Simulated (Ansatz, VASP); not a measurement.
**CdTe: VASP beside Ansatz**

```
Cd Te
1.0
     3.06529   -3.09461    0.00000
     3.06529    3.09461    0.00000
     0.00000    0.00000    6.09065
Cd Te
2 2
Direct
  0.27703 0.72297 0.75000
  0.72297 0.27703 0.25000
  0.76614 0.23386 0.75000
  0.23386 0.76614 0.25000
```

Measurements of this composition are mostly on another form, of space group No. 216.

Alike in both runs: task single point; functional PBE; k mesh 9 × 9 × 6; occupations fermi-dirac, width 0.05 eV; no spin polarisation.

|  | VASP | Ansatz |
| --- | --- | --- |
| version | VASP 6.6.1 | Ansatz 0.2.0 |
| potentials or method | VASP PAW PBE potentials, release 64 (Cd, Te), cutoff 520 eV | all-electron LAPW, scalar-relativistic |

VASP gave:

```
pressure (GPa)                                  : -0.1
largest component of the traceless stress (GPa) : 0.26
rms of the force components (eV/Å)              : 0.022
```

Question: Estimate Ansatz's values.

Answer: Pressure (GPa): -0.3; largest component of the traceless stress (GPa): 0.25; rms of the force components (eV/Å): 0.022.

Atom by atom the forces differ by 0.002 eV/Å (rms over components). Ansatz ran all-electron here, so the differences hold the error of VASP's frozen core and of both bases.

The runs have no spin-orbit coupling, so splittings on Te are missing.
